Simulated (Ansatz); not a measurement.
Structure: AgCl (started from an entry of an open crystallographic database), at its r2SCAN minimum. The symmetry is Fm-3m (No. 225, cubic); a = 5.546 Å in the conventional setting, 21.33 Å³ an atom. Around Ag lie 6 Cl at 2.77 Å; around Cl lie 6 Ag at 2.77 Å.

```
Ag Cl
1.0
     0.00000    2.77317    2.77317
     2.77317    0.00000    2.77317
     2.77317    2.77317    0.00000
Ag Cl
1 1
Direct
  0.00000 0.00000 0.00000
  0.50000 0.50000 0.50000
```

4 runs of Ansatz 0.2.0 on this cell differ in the functional (and in the settings that go with it). Levels are in eV from each run's valence top; v1 is the last filled band, c1 the first empty one.

Run A, mean stress +1.3 GPa (compression positive):

| point | v4 | v3 | v2 | v1 | c1 | c2 |
| --- | --- | --- | --- | --- | --- | --- |
| Γ | -2.79 | -2.25 | -2.25 | -2.25 | 2.62 | 12.59 |
| X | -2.60 | -2.31 | -2.31 | -2.24 | 4.24 | 9.64 |
| U | -2.37 | -2.14 | -1.90 | -1.15 | 5.49 | 9.01 |
| L | -2.43 | -2.02 | 0.00 | 0.00 | 5.88 | 8.66 |
| W | -2.31 | -2.26 | -2.26 | -1.27 | 6.10 | 9.66 |

Run B, mean stress +1.6 GPa (compression positive):

| point | v4 | v3 | v2 | v1 | c1 | c2 |
| --- | --- | --- | --- | --- | --- | --- |
| Γ | -2.40 | -2.32 | -2.32 | -2.32 | 0.91 | 10.70 |
| X | -2.21 | -1.96 | -1.96 | -1.87 | 2.38 | 7.97 |
| U | -2.02 | -1.84 | -1.65 | -1.04 | 3.61 | 7.24 |
| L | -2.08 | -1.76 | 0.00 | 0.00 | 4.24 | 6.54 |
| W | -1.99 | -1.96 | -1.96 | -1.18 | 4.19 | 7.86 |

Run C, mean stress -5.6 GPa (compression positive):

| point | v4 | v3 | v2 | v1 | c1 | c2 |
| --- | --- | --- | --- | --- | --- | --- |
| Γ | -2.48 | -2.30 | -2.30 | -2.30 | 0.61 | 10.57 |
| X | -2.28 | -2.01 | -2.01 | -1.93 | 2.08 | 7.78 |
| U | -2.07 | -1.89 | -1.71 | -1.08 | 3.34 | 7.01 |
| L | -2.14 | -1.82 | 0.00 | 0.00 | 3.95 | 6.31 |
| W | -2.04 | -2.02 | -2.01 | -1.25 | 3.97 | 7.64 |

Run D, mean stress 0.0 GPa (compression positive):

| point | v4 | v3 | v2 | v1 | c1 | c2 |
| --- | --- | --- | --- | --- | --- | --- |
| Γ | -2.41 | -2.41 | -2.40 | -2.40 | 1.48 | 11.20 |
| X | -2.21 | -1.98 | -1.98 | -1.86 | 2.97 | 8.30 |
| U | -2.04 | -1.87 | -1.64 | -1.05 | 4.20 | 7.72 |
| L | -2.10 | -1.77 | 0.00 | 0.00 | 4.74 | 7.22 |
| W | -2.01 | -1.98 | -1.95 | -1.14 | 4.76 | 8.37 |

**Question.** Match the runs to LDA, PBE, r2SCAN, DDH-PBE0.

**Answer.** A is DDH-PBE0, B is PBE, C is LDA, D is r2SCAN. In order of the gap: LDA 0.61, PBE 0.91, r2SCAN 1.48, DDH-PBE0 2.62 eV. The stress vanishes for r2SCAN, which relaxed the cell.

Calculated for a static, non-magnetic cell.

Spin-orbit coupling is left out.

The program warns that its thresholds are loose for a hybrid's stress.

The meshes of the hybrids are coarse, so their gaps aren't converged to the digits shown.
